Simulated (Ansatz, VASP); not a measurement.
## Li: VASP beside Ansatz

```xyz
3
Lattice="2.5913 -1.5766 0.0000 2.5913 1.5766 0.0000 -1.8997 0.0000 7.4331" Properties=species:S:1:pos:R:3 pbc="T T T"
Li    0.7532    0.0000    2.4756
Li    2.5913    0.0000    0.0000
Li    2.5297    0.0000    4.9576
```

Change from the starting cell: the structure that the rattled cell fell into.

Alike in both runs: task single point; functional PBE; k mesh 6 × 6 × 4; occupations gaussian, width 0.1 eV; no spin polarisation.

```csv
,VASP,Ansatz
version,VASP 6.6.1,Ansatz 0.2.0
potentials or method,"VASP PAW PBE potentials, release 64 (Li_sv)","scalar-relativistic, plane waves, PAW"
plane-wave cutoff (eV),520,420
valence electrons in the cell,9,9
```

|  | VASP | Ansatz | Ansatz less VASP |
| --- | --- | --- | --- |
| gap on the k mesh at the Fermi level (eV) | none | none | - |
| rms of the force components (eV/Å) | 0.004 | 0.004 | 0.0000 |

Atom by atom the forces differ by 0.000 eV/Å (rms over components). A gap of «none» marks a metal or a gap that the smearing closes. With one functional, cell and mesh, what is left measures potentials, basis and numerics.

Caveats: the k mesh is coarse (spacing up to 0.39 Å⁻¹), so the values aren't converged.
